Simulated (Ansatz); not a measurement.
# SnO2: strain energy, fitted

SnO2, Pbcn, a = 4.732 Å, b = 5.743 Å, c = 5.238 Å. This isn't the usual stable structure of the compound. Ansatz: r2SCAN, PAW, 500 eV, Γ-centred 6×6×6 mesh on 12 atoms, Gaussian smearing 0.02 eV; no spin polarisation. Series: uniaxial strain along c, with a, b and atoms relaxed; x is the strain in per cent. y is the free energy over the unstrained cell, V0 = 11.864 Å³/atom.

```
x (%) y (meV/atom)
 -2.0             ?
 -1.0          0.91
  0.0          0.00
  1.0          0.88
  2.0          3.52
```

Task: Fit y = c2 x² + c3 x³ to the other rows, turn c2 into a modulus, and predict the missing energy.

Result: Least squares on the rows shown. y = 0.8979 x² − 0.009146 x³. In eV per unit strain² c2 is 8.979; this is Young's modulus along the axis (E = ½ Y V0 ε²): 2 × 8.979 × 160.2 / (11.864) = 242 GPa. At x = -2.0 the fit asked for gives 3.66 meV/atom. The run gave 3.64 meV/atom, so the fit is 0.02 meV/atom too high, a small miss on the scale of the series. The form still works here, 33 % of the fitted range beyond its end.

Cost: 5 runs of about 49 core-minutes in all, on Intel Xeon Processor @ 2.50GHz (Skylake/Cascade Lake) (shared hosts).